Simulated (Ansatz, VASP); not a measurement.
**NiO in VASP and in Ansatz**

File INCAR:

```
  PREC = Accurate
  ENCUT = 520
  EDIFF = 1E-6
  ISMEAR = -1
  SIGMA = 0.05
  LREAL = False
  LASPH = True
  NELM = 150
  ALGO = Normal
  ISIF = 2
  LWAVE = False
  LCHARG = False
  ISPIN = 2
  MAGMOM = 1 0
  LORBIT = 11
  LMAXMIX = 4
  NBANDS = 19
```

The input KPOINTS:

```
regular mesh
0
Gamma
  11 11 11
```

Contents of POSCAR:

```
NiO
1.0
    0.0000000000      2.0719018797      2.0719018797
    2.0719018797      0.0000000000      2.0719018797
    2.0719018797      2.0719018797      0.0000000000
Ni O
1 1
Direct
    0.0000000000      0.0000000000      0.0000000000
    0.5000000000      0.5000000000      0.5000000000
```

input.yaml

```yaml
crystal:
  lattice:
    - [0.0, 2.0719018797, 2.0719018797]
    - [2.0719018797, 0.0, 2.0719018797]
    - [2.0719018797, 2.0719018797, 0.0]
  atoms:
    - { symbol: Ni, position: [0.0, 0.0, 0.0], spin: 1.0 }
    - { symbol: O, position: [0.5, 0.5, 0.5] }
kpoints:
  mp_grid: { grid: [11, 11, 11] }
scf:
  occupations: { method: fermi_dirac, width: 0.05 }
hamiltonian:
  xc: lda
  pseudopotentials: { kind: all_electron, lapw: { basis_error: 0.001 } }
magnetization:
  spin_polarized: true
output:
  forces: true
  stress: true
  eigenvalues: true
```

Change from the starting cell: volume scaled by 0.98.

Alike in both runs: task single point; functional LDA; k mesh 11 × 11 × 11; occupations fermi-dirac, width 0.05 eV; collinear spin.

|  | VASP | Ansatz |
| --- | --- | --- |
| version | VASP 6.6.1 | Ansatz 0.2.0 |
| potentials or method | VASP PAW LDA potentials, release 64 (Ni, O) | all-electron LAPW, scalar-relativistic |
| plane-wave cutoff (eV) | 520 | see its input |

Ansatz gave:

* gap on the k mesh at the Fermi level (eV): none
* pressure (GPa): -16.2
* net moment per atom (μB): 0.15
* size of the moment on the site where the two differ most (μB): 0.26

What did VASP give for the same quantities?

gap on the k mesh at the Fermi level (eV): none; pressure (GPa): -16.0; net moment per atom (μB): 0.12; size of the moment on the site where the two differ most (μB): 0.21.

Site moments also hang on the region over which each program counts them. A gap of «none» marks a metal or a gap that the smearing closes. Ansatz ran all-electron here, so the differences hold the error of VASP's frozen core and of both bases.

Caveats: semilocal functionals often make such compounds metallic where correlation or magnetic order opens a gap, which also shifts bond lengths; so large a pressure means that the cell lies far from this level's equilibrium, or that cutoff or potentials fall short (VASP).
